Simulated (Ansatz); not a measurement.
Write a Python script for the Python package of Ansatz (0.2.0) that makes a check of forces and pressure against finite differences of BaTiO₃ (distorted cell). Level of theory (first run): PBEsol, PAW, cutoff 540 eV, 4×4×4 k-points, fixed occupations, D4 dispersion.

```cif
data_structure
_symmetry_space_group_name_H-M 'P 1'
_symmetry_Int_Tables_number 1
_cell_length_a 4.0359
_cell_length_b 3.8990
_cell_length_c 4.0816
_cell_angle_alpha 89.919
_cell_angle_beta 88.045
_cell_angle_gamma 90.162
_cell_volume 64.19
loop_
_atom_site_label
_atom_site_type_symbol
_atom_site_fract_x
_atom_site_fract_y
_atom_site_fract_z
_atom_site_occupancy
Ba1 Ba 0.98160 0.01075 0.98783 1
Ti1 Ti 0.48489 0.48841 0.50810 1
O1 O 0.50410 0.48958 0.02087 1
O2 O 0.02832 0.50172 0.50908 1
O3 O 0.52178 0.02611 0.49975 1
```

The script, `batio3.py`:
```python
"""Do the forces of BaTiO3 match the slope of the free energy, distorted."""

import ansatz
import numpy as np

vectors0 = np.array([
    [2.85747, 1.58849, 2.36644],
    [-2.76087, 1.58702, 2.24967],
    [0.04702, -3.30277, 2.39765],
])
sites = [
    ("Ba", (0.9816, 0.01075, 0.98783)),
    ("Ti", (0.48489, 0.48841, 0.5081)),
    ("O", (0.5041, 0.48958, 0.02087)),
    ("O", (0.02832, 0.50172, 0.50908)),
    ("O", (0.52178, 0.02611, 0.49975)),
]


def crystal_on(cell):
    crystal = ansatz.Crystal(lattice=ansatz.Lattice.of(cell))
    for symbol, position in sites:
        crystal = crystal.atom(symbol, position)
    return crystal

def solve(crystal):
    return (
        crystal.calculation()
        .functional("pbesol", dispersion="D4")
        .occupations("fixed")
        .basis(540, xc_grid=2)
        .kpoints(4, 4, 4)
        .scf(tolerance=1e-09)
        .forces()
        .stress()
        .run(threads=1)
    ).report


centre = solve(crystal_on(vectors0))
start = crystal_on(vectors0)
# central difference: F = -(E(+h) - E(-h)) / 2h
print(f"force on atom 1 along y: analytic {centre['forces_ev_ang'][1][1]:.4f} eV/A")
for h in (0.004, 0.016):
    shift = np.eye(3)[1] * h @ np.linalg.inv(vectors0)
    plus, minus = (solve(start.move(1, to=np.array(sites[1][1]) + sign * shift))["lagrangian_ev"] for sign in (1, -1))
    print(f"  step {h} A: numerical {-(plus - minus) / (2 * h):.4f} eV/A")
# P = -dF/dV; the difference feels the change of the plane-wave count with the cell
volume = abs(np.linalg.det(vectors0))
larger, smaller = (solve(crystal_on(vectors0 * (1 + sign * 0.005) ** (1 / 3)))["lagrangian_ev"] for sign in (1, -1))
numerical = -(larger - smaller) / (0.01 * volume) * 160.21766
print(f"pressure: analytic {np.trace(centre['stress_gpa']) / 3:.3f}, numerical {numerical:.3f} GPa")
```

```console
$ python batio3.py
DeckWarning: output.stress: scf.convergence.dr2_threshold = 1e-9 eV is looser than the 5e-10 eV advised for a printed stress (1e-10 eV for each atom of the cell: 5). What an SCF threshold leaves in a stress goes as its square root, and in the free energy as the threshold itself, and one threshold admits the most on a [...]
force on atom 1 along y: analytic 0.5187 eV/A
  step 0.004 A: numerical 0.5187 eV/A
  step 0.016 A: numerical 0.5195 eV/A
pressure: analytic -1.326, numerical -1.323 GPa
```
(Warnings from the package without file and line, shortened.)

Caveats:
- The run is spin-unpolarised.
- Pressure is positive in compression.
- The cell is a database structure, distorted on purpose.
- The central difference errs as the square of the step, so the shorter step is the fairer test; what remains comes from the finite grid and the SCF threshold.
- Finished in 70 s on 1 thread of Arm Neoverse V1, on a shared host, peak memory 0.44 GiB.
